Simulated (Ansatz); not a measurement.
## From the elastic tensor of TaN at 7 GPa (stress–strain coefficients) to moduli and sound speeds

Theory: Ansatz, DFT PBE, scalar-relativistic, plane waves, PAW. Settings: 420 eV plane-wave cutoff, Γ-centred 18×18×8 mesh, Fermi-Dirac smearing of 0.15 eV. No spin polarisation.

Symmetry: P6_3/mmc, No. 194, hexagonal system. The conventional cell has a = 2.898 Å, b = 2.898 Å, c = 5.875 Å, α = 90.00°, β = 90.00°, γ = 120.00°. Around Ta (site symmetry -3m) lie 6 N at 2.23 Å. N (site symmetry -6m2) is surrounded by 6 Ta at 2.23 Å.

In a metal, frequencies and elastic constants depend on the k mesh and the smearing, soft modes and shear constants most. Spin–orbit coupling is left out, which can shift energies with elements as heavy as these. Other phases may be more stable at this pressure.

Relaxed-ion constants (GPa, on the Cartesian axes of the calculation):
```
575.0 276.9 169.4   0.0   0.0   0.0
276.9 575.0 169.4   0.0   0.0   0.0
169.3 169.3 836.3   0.0   0.0   0.0
  0.0   0.0   0.0 283.3   0.0   0.0
  0.0   0.0   0.0   0.0 283.3   0.0
  0.0   0.0   0.0   0.0   0.0 149.1
```

Density 15.153 g/cm³; 4 atoms in 42.73 Å³.

The values that follow are for a polycrystal of randomly turned grains, by Hill's mean where one number stands.

With S = C⁻¹: B_V = (C11+C22+C33+2(C12+C13+C23))/9, G_V = (C11+C22+C33−C12−C13−C23+3(C44+C55+C66))/15, 1/B_R = S11+S22+S33+2(S12+S13+S23), 15/G_R = 4(S11+S22+S33−S12−S13−S23)+3(S44+S55+S66); Hill is their mean. Then v_l = √((B+4G/3)/ρ), v_t = √(G/ρ), v_m = [(2/v_t³+1/v_l³)/3]^(−1/3) and Θ = (ħ/k_B)·v_m·(6π²n/V)^(1/3) for n atoms in the volume V; E = 9BG/(3B+G), ν = (3B−2G)/(2(3B+G)) and A^U = 5G_V/G_R + B_V/B_R − 6.

* Bulk modulus, Voigt / Reuss / Hill: 357.5 / 354.7 / 356.1 GPa
* Shear modulus, Voigt / Reuss / Hill: 234.5 / 210.5 / 222.5 GPa
* Young's modulus: 552 GPa
* Poisson ratio: 0.241
* Pugh ratio B/G: 1.60
* Universal anisotropy index: 0.58
* Longitudinal and transverse sound speeds: 6564 and 3832 m/s
* Debye temperature from the mean sound speed: 575 K

This form isn't the usual stable structure of the compound at low pressure.

Cost: 1 run of about 8.7 core-minutes, on Intel Xeon Platinum 8259CL (Skylake/Cascade Lake) (shared hosts).